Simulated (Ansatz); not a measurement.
# KI: the cost of one run

Method: DFT PBE, scalar-relativistic, plane waves, PAW, in Ansatz 0.2.0.

### 1 The system as given

Symmetry: Fm-3m, No. 225, cubic system. The conventional cell has a = 7.049 Å, b = 7.049 Å, c = 7.049 Å, α = 90.00°, β = 90.00°, γ = 90.00°. Around K (site symmetry m-3m) lie 6 I at 3.52 Å. I (site symmetry m-3m) is surrounded by 6 K at 3.52 Å.

Coordinates:

```cif
data_structure
_symmetry_space_group_name_H-M 'Fm-3m'
_symmetry_Int_Tables_number 225
_cell_length_a 7.0491
_cell_length_b 7.0491
_cell_length_c 7.0491
_cell_angle_alpha 90.000
_cell_angle_beta 90.000
_cell_angle_gamma 90.000
_cell_volume 350.27
loop_
_atom_site_label
_atom_site_type_symbol
_atom_site_symmetry_multiplicity
_atom_site_Wyckoff_symbol
_atom_site_fract_x
_atom_site_fract_y
_atom_site_fract_z
_atom_site_occupancy
K1 K 4 a 0.00000 0.00000 0.00000 1
I1 I 4 b 0.50000 0.00000 0.00000 1
```

The cell is taken as given, not relaxed at this level.

### 2 The reference cell

Reference values: F = -9053.6875 eV; pressure 0.68 GPa; largest force 0.000 eV/Å; gap on the mesh 3.98 eV. It was computed beforehand with the settings of the runs below.

### 3 The scan: a strain scan

The cell is strained by ε times the Voigt pattern (0, 0, 1, 0, 0, 0) (xx, yy, zz, yz, xz, xy; engineering shear), with fractional coordinates fixed (clamped ions). The stress on the pattern is the sum of the stress components weighted by it, tension positive.

### 4 At ε = -0.0400

Contents of input.yaml:

```yaml
crystal:
  lattice:
    - [0.0, 3.52455, 3.383568]
    - [3.52455, 0.0, 3.383568]
    - [3.52455, 3.52455, 0.0]
  atoms:
    - { symbol: K, position: [0.0, 0.0, 0.0] }
    - { symbol: I, position: [0.5, 0.5, 0.5] }
basis:
  ecutwfc: 420
kpoints:
  mp_grid: { grid: [6, 6, 6] }
hamiltonian:
  xc: pbe
scf:
  occupations: { method: gaussian, width: 0.05 }
output:
  forces: true
  stress: true
  eigenvalues: true
```

Command:

```
ansatz run input.yaml --threads 1 --pin off --max-ram 2560MiB --backend cpu --events-out ev --progress --plain --runs-dir out
```

**Question.** How long does this run take on 1 thread of Arm Neoverse V1, shared host, and how much memory does it need?

About 3 s, with a peak of 0.35 GiB.
